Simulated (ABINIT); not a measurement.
# Pd (P6_3/mmc) in ABINIT: single point with PBEsol

Aim: the single point of Pd with PBEsol.

Everything below comes from runs of ABINIT 10.8.3 (patched build). Logs are shortened: lines on timing, memory, paths and dates and some standing lists are left out, and cuts for length are marked. The log counts tension as positive stress, the text compression.

## 1. The undisturbed crystal

Symmetry: P6_3/mmc, No. 194, hexagonal system. The conventional cell has a = 2.784 Å, b = 2.784 Å, c = 4.629 Å, α = 90.00°, β = 90.00°, γ = 120.00°. Around Pd (site symmetry -6m2) lie 12 Pd at 2.78 to 2.82 Å.

This isn't the form of Pd at room conditions, which is fcc.

## 2. Single point, PBEsol (atoms moved at random, drawn with an rms of 0.05 Å)

File run.abi:

```
pp_dirpath "./"
pseudos "Pd.upf"

acell 2.7836650458 2.7836650458 4.628893 Angstrom
rprim
     1.0000000000     0.0000000000     0.0000000000
    -0.5000000000     0.8660254038     0.0000000000
     0.0000000000     0.0000000000     1.0000000000
ntypat 1
znucl 46
natom 2
typat 1 1
xred
     0.3285010000     0.6916820000     0.2409910000
     0.6692900000     0.3439870000     0.7587270000
chkprim 0
chksymtnons 0
tolsym 1.0e-6

ecut 1115.666836 eV

kptopt 1
ngkpt 11 11 6
nshiftk 1
shiftk 0.0 0.0 0.0

ixc -116133

nband 22
occopt 3
tsmear 0.05 eV

nstep 100
tolvrs 1.0e-10

iomode 3
prtwf 0
prteig 0
prtebands 0
prtden 1
prtvha 1
prtvclmb 1
prtpot 1
prtelf 1
```

Potentials or basis: PseudoDojo NC SR PBEsol v0.4.1 standard.

Launch:

```console
abinit run.abi > log 2>&1
```

run.abo:

```text
.Version 10.8.3 of ABINIT
 Symmetries : space group P-1 (#  2); Bravais aP (primitive triclinic)
================================================================================
 Values of the parameters that define the memory need of the present run
     intxc =       0    ionmov =       0      iscf =       7    lmnmax =       6
     lnmax =       6     mgfft =      54  mpssoang =       3    mqgrid =    3001
     natom =       2  nloc_mem =       1    nspden =       1   nspinor =       1
    nsppol =       1      nsym =       2    n1xccc =    2501    ntypat =       1
    occopt =       3   xclevel =       2
       mpw =        2655          nfft =       55296          nkpt =         364
================================================================================
================================================================================

--------------------------------------------------------------------------------
------------- Echo of variables that govern the present computation ------------
--------------------------------------------------------------------------------
 -outvars: echo values of preprocessed input variables --------
            acell      5.2603645628E+00  5.2603645628E+00  8.7473400361E+00 Bohr
              amu      1.06420000E+02
          chkprim           0
      chksymtnons           0
             ecut      4.10000000E+01 Hartree
                       outvar_i_n : Printing only first  50 k-points.
              ixc     -116133
                       outvar_i_n : Printing only first  50 k-points.
         kptrlatt       11    0    0      0   11    0      0    0    6
          kptrlen      5.24840402E+01
            natom           2
            nband          22
            ngfft          32      32      54
             nkpt         364
            nstep         100
             nsym           2
           ntypat           1
                       prtocc : prtvol=0, do not print more k-points.
           occopt           3
        prtebands           0
           prteig           0
           prtelf           1
           prtpot           1
         prtvclmb           1
           prtvha           1
            prtwf           0
            rprim      1.0000000000E+00  0.0000000000E+00  0.0000000000E+00
                      -5.0000000000E-01  8.6602540380E-01  0.0000000000E+00
                       0.0000000000E+00  0.0000000000E+00  1.0000000000E+00
          spgroup           2
           tolsym      1.00000000E-06
           tolvrs      1.00000000E-10
           tsmear      1.83746611E-03 Hartree
            typat      1  1
                       outvars : Printing only first  50 k-points.
           xangst     -4.8268751894E-02  1.6674548441E+00  1.1155215530E+00
                       1.3843068844E+00  8.2925793857E-01  3.5120660992E+00
            xcart     -9.1214721519E-02  3.1510329827E+00  2.1080302226E+00
                       2.6159608858E+00  1.5670703916E+00  6.6368430636E+00
             xred      3.2850100000E-01  6.9168200000E-01  2.4099100000E-01
                       6.6929000000E-01  3.4398700000E-01  7.5872700000E-01
            znucl       46.00000

================================================================================

 chkinp: Checking input parameters for consistency.

================================================================================
== DATASET  1 ==================================================================

--- !DatasetInfo
iteration_state: {dtset: 1, }
dimensions: {natom: 2, nkpt: 364, mband: 22, nsppol: 1, nspinor: 1, nspden: 1, mpw: 2655, }
cutoff_energies: {ecut:  41.0, pawecutdg:  -1.0, }
electrons: {nelect:   3.60000000E+01, charge:   0.00000000E+00, occopt:   3.00000000E+00, tsmear:   1.83746611E-03, }
meta: {optdriver: 0, ionmov: 0, optcell: 0, iscf: 7, paral_kgb: 0, }
...

 Real(R)+Recip(G) space primitive vectors, cartesian coordinates (Bohr,Bohr^-1):
 R(1)=  5.2603646  0.0000000  0.0000000  G(1)=  0.1901009  0.1097548  0.0000000
 R(2)= -2.6301823  4.5556093  0.0000000  G(2)=  0.0000000  0.2195096  0.0000000
 R(3)=  0.0000000  0.0000000  8.7473400  G(3)=  0.0000000  0.0000000  0.1143205
 Unit cell volume ucvol=  2.0962271E+02 bohr^3
 Angles (23,13,12)=  9.00000000E+01  9.00000000E+01  1.20000000E+02 degrees

 getcut: wavevector=  0.0000  0.0000  0.0000  ngfft=  32  32  54
         ecut(hartree)=     41.000   => boxcut(ratio)=   2.11046

--- Pseudopotential description ------------------------------------------------
- pspini: atom type   1  psp file is ./Pd.upf
12 -116133 2 -1 1238                          pspcod,pspxc,lmax,lloc,mmax
     nproj     2     2     2

   1.88442774E+03                                ecore*ucvol(ha*bohr**3)
--------------------------------------------------------------------------------

================================================================================

--- !BeginCycle
iteration_state: {dtset: 1, }
solver: {iscf: 7, nstep: 100, nline: 4, wfoptalg: 0, }
tolerances: {tolvrs: 1.00E-10, }
...

     iter   Etot(hartree)      deltaE(h)  residm     vres2
 ETOT  1  -269.38746973795    -2.694E+02 3.331E-01 5.410E+02
 ETOT  2  -269.47484532841    -8.738E-02 6.272E-02 8.026E+02
 ETOT  3  -269.71795037567    -2.431E-01 1.831E-02 2.864E-01
 ETOT  4  -269.71811285799    -1.625E-04 2.653E-03 1.153E-02
 ETOT  5  -269.71811374201    -8.840E-07 8.231E-04 1.197E-03
 ETOT  6  -269.71811416977    -4.278E-07 1.129E-03 7.588E-05
 ETOT  7  -269.71811420342    -3.364E-08 3.948E-04 2.196E-06
 ETOT  8  -269.71811420376    -3.486E-10 5.954E-04 3.786E-08
 ETOT  9  -269.71811420378    -1.171E-11 1.847E-04 3.629E-09
 ETOT 10  -269.71811420378     9.095E-13 2.881E-04 2.484E-10
 ETOT 11  -269.71811420378    -3.524E-12 1.639E-04 7.967E-12

 At SCF step   11       vres2   =  7.97E-12 < tolvrs=  1.00E-10 =>converged.

 Compute ELF
--------------------------------------------------------------------------------

 Compute kinetic energy density

 Compute gradient of the electron density
 Electron Localization Function (ELF) [min:0;max:1]
)     Maximum=    7.9114E-01  at reduced coord.    0.4375    0.6563    0.3148
)     Minimum=    2.6125E-04  at reduced coord.    0.6563    0.3438    0.7593
   Integrated=    5.8847E+01

--------------------------------------------------------------------------------
 End of ELF section

 Cartesian components of stress tensor (hartree/bohr^3)
  sigma(1 1)=  3.54728640E-04  sigma(3 2)=  4.84354141E-06
  sigma(2 2)=  3.32150865E-04  sigma(3 1)= -5.25809725E-06
  sigma(3 3)=  3.14783953E-04  sigma(2 1)= -1.26387022E-05

--- !ResultsGS
iteration_state: {dtset: 1, }
comment   : Summary of ground state results
lattice_vectors:
- [  5.2603646,   0.0000000,   0.0000000, ]
- [ -2.6301823,   4.5556093,   0.0000000, ]
- [  0.0000000,   0.0000000,   8.7473400, ]
lattice_lengths: [   5.26036,    5.26036,    8.74734, ]
lattice_angles: [ 90.000,  90.000, 120.000, ] # degrees, (23, 13, 12)
lattice_volume:   2.0962271E+02
convergence: {deltae: -3.524E-12, res2:  7.967E-12, residm:  1.639E-04, diffor: null, }
etotal    :  -2.69718114E+02
entropy   :   0.00000000E+00
fermie    :   4.23811402E-01
cartesian_stress_tensor: # hartree/bohr^3
- [  3.54728640E-04,  -1.26387022E-05,  -5.25809725E-06, ]
- [ -1.26387022E-05,   3.32150865E-04,   4.84354141E-06, ]
- [ -5.25809725E-06,   4.84354141E-06,   3.14783953E-04, ]
pressure_GPa:  -9.8233E+00
xred      :
- [  3.2850E-01,   6.9168E-01,   2.4099E-01, Pd]
- [  6.6929E-01,   3.4399E-01,   7.5873E-01, Pd]
cartesian_forces: # hartree/bohr
- [  6.29657479E-04,  -6.26428648E-04,   1.18213561E-02, ]
- [ -6.29657479E-04,   6.26428648E-04,  -1.18213561E-02, ]
force_length_stats: {min:   1.18546759E-02, max:   1.18546759E-02, mean:   1.18546759E-02, }
...

 Integrated electronic density in atomic spheres:
 ------------------------------------------------
 Atom  Sphere_radius  Integrated_density
    1        2.00000         15.21292644
    2        2.00000         15.21223242
================================================================================

 ----iterations are completed or convergence reached----

 Mean square residual over all n,k,spin=   21.048E-08; max=  16.392E-05
 reduced coordinates (array xred) for    2 atoms
       0.328501000000      0.691682000000      0.240991000000
       0.669290000000      0.343987000000      0.758727000000
 rms dE/dt=  5.9788E-02; max dE/dt=  1.0341E-01; dE/dt below (all hartree)
    1      -0.003312227889      0.004509878147     -0.103405421271
    2       0.003312227889     -0.004509878147      0.103405421271

 cartesian coordinates (angstrom) at end:
    1     -0.04826875189417     1.66745484413314     1.11552155296300
    2      1.38430688444868     0.82925793857412     3.51206609921100

 cartesian forces (hartree/bohr) at end:
    1      0.00062965747889    -0.00062642864808     0.01182135607444
    2     -0.00062965747889     0.00062642864808    -0.01182135607444
 frms,max,avg= 6.8443003E-03 1.1821356E-02   0.000E+00  0.000E+00  0.000E+00 h/b

 cartesian forces (eV/Angstrom) at end:
    1      0.03237828938841    -0.03221225623274     0.60787857013378
    2     -0.03237828938841     0.03221225623274    -0.60787857013378
 frms,max,avg= 3.5194807E-01 6.0787857E-01   0.000E+00  0.000E+00  0.000E+00 e/A
 length scales=  5.260364562825  5.260364562825  8.747340036132 bohr
              =  2.783665045800  2.783665045800  4.628893000000 angstroms
 Fermi (or HOMO) energy (hartree) =   0.42381   Average Vxc (hartree)=  -0.50033
 Eigenvalues (hartree) for nkpt= 364  k points:
 kpt#   1, nband= 22, wtk=  0.00138, kpt=  0.0000  0.0000  0.0000 (reduced coord)
  -2.66045   -2.65890   -1.40600   -1.39741   -1.39688   -1.39545   -1.39540   -1.39369
   0.17086    0.23969    0.32265    0.32866    0.33007    0.34045    0.34160    0.36323
   0.36976    0.41246    0.41861    0.45605    0.66388    1.05323
      occupation numbers for kpt#   1
   2.00000    2.00000    2.00000    2.00000    2.00000    2.00000    2.00000    2.00000
   2.00000    2.00000    2.00000    2.00000    2.00000    2.00000    2.00000    2.00000
   2.00000    1.99585    1.88839    0.00000    0.00000    0.00000
 prteigrs : prtvol=0 or 1, do not print more k-points.

--- !EnergyTerms
iteration_state     : {dtset: 1, }
comment             : Components of total free energy in Hartree
kinetic             :  9.08787484429707E+01
hartree             :  5.36357621500500E+01
xc                  : -4.09291888047911E+01
Ewald energy        : -1.98245498469864E+02
psp_core            :  8.98961640161789E+00
local_psp           : -1.86241213528028E+02
non_local_psp       :  2.19544300071652E+00
internal            : -2.69716330807329E+02
'-kT*entropy'       : -1.78339645053312E-03
total_energy        : -2.69718114203779E+02
total_energy_eV     : -7.33940378313665E+03
band_energy         : -2.07570759918571E+01
...

 Cartesian components of stress tensor (hartree/bohr^3)
  sigma(1 1)=  3.54728640E-04  sigma(3 2)=  4.84354141E-06
  sigma(2 2)=  3.32150865E-04  sigma(3 1)= -5.25809725E-06
  sigma(3 3)=  3.14783953E-04  sigma(2 1)= -1.26387022E-05

-Cartesian components of stress tensor (GPa)         [Pressure= -9.8233E+00 GPa]
- sigma(1 1)=  1.04364769E+01  sigma(3 2)=  1.42501908E-01
- sigma(2 2)=  9.77221584E+00  sigma(3 1)= -1.54698562E-01
- sigma(3 3)=  9.26126364E+00  sigma(2 1)= -3.71843457E-01

== END DATASET(S) ==============================================================
================================================================================

 -outvars: echo values of variables after computation  --------
            acell      5.2603645628E+00  5.2603645628E+00  8.7473400361E+00 Bohr
           etotal     -2.6971811420E+02
            fcart      6.2965747889E-04 -6.2642864808E-04  1.1821356074E-02
                      -6.2965747889E-04  6.2642864808E-04 -1.1821356074E-02
            rprim      1.0000000000E+00  0.0000000000E+00  0.0000000000E+00
                      -5.0000000000E-01  8.6602540380E-01  0.0000000000E+00
                       0.0000000000E+00  0.0000000000E+00  1.0000000000E+00
           strten      3.5472864022E-04  3.3215086536E-04  3.1478395310E-04
                       4.8435414125E-06 -5.2580972462E-06 -1.2638702223E-05
           xangst     -4.8268751894E-02  1.6674548441E+00  1.1155215530E+00
                       1.3843068844E+00  8.2925793857E-01  3.5120660992E+00
             xred      3.2850100000E-01  6.9168200000E-01  2.4099100000E-01
                       6.6929000000E-01  3.4398700000E-01  7.5872700000E-01
 Calculation completed.
```

It took 10 min on 1 thread of Arm Neoverse V2, shared host; peak memory 0.39 GiB.

What came out:

| Item | Value |
| --- | --- |
| Free energy | -7339.4038 eV |
| Pressure | -9.8 GPa |
| Largest force | 0.610 eV/Å |
| Band gap on the k mesh | none (metal or under the smearing width) |
| Valence electrons inside the program's atomic spheres | Pd 15.21 (radii [1.0584] Å) |

Forces in eV/Å, atoms in the order of the input:
```
Pd   0.032 -0.032  0.608
Pd  -0.032  0.032 -0.608
```

Levels at points of the mesh, in eV from the Fermi level:
```
           k point  band 15  band 16  band 17  band 18  band 19  band 20  band 21  band 22
(0.00, 0.00, 0.00)    -2.24    -1.65    -1.47    -0.31    -0.14     0.88     6.53    17.13
(0.00, 0.00, 0.50)    -2.59    -2.56    -0.81    -0.73    -0.58    -0.55    13.02    14.30
```
